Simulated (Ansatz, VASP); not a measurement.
## Re in VASP and in Ansatz

```
Re
1.0
     1.94980   -4.27368    0.00000
     1.94980    4.27368    0.00000
     0.00000    0.00000    3.94994
Re
4
Direct
  0.14276 0.85724 0.04185
  0.64276 0.35724 0.45815
  0.85724 0.14276 0.95815
  0.35724 0.64276 0.54185
```

Alike in both runs: functional PBEsol; k mesh 14 × 14 × 12; occupations gaussian, width 0.1 eV; no spin polarisation.

Ansatz relaxed the structure, and its values are those at the end. VASP's run is a single point on that final structure, the one shown.

|  | VASP | Ansatz |
| --- | --- | --- |
| version | VASP 6.6.1 | Ansatz 0.2.0 |
| potentials or method | VASP PAW PBE potentials, release 64 (Re) | scalar-relativistic, plane waves, PAW |
| plane-wave cutoff (eV) | 520 | 420 |
| valence electrons in the cell | 28 | 60 |

Ansatz gave:

| Quantity | Value |
| --- | --- |
| gap on the k mesh at the Fermi level (eV) | none |
| pressure (GPa) | 0.0 |
| rms of the force components (eV/Å) | 0.000 |

**Question.** Estimate VASP's values.

**Answer.** gap on the k mesh at the Fermi level (eV): none; pressure (GPa): -0.6; rms of the force components (eV/Å): 0.081.

A gap of «none» marks a metal or a gap that the smearing closes. The two sets of potentials don't hold the same shells in valence.

Caveats: the PAW data sets were made with another functional, which shifts forces and pressure a little (VASP). The runs have no spin-orbit coupling, so splittings on Re are missing.
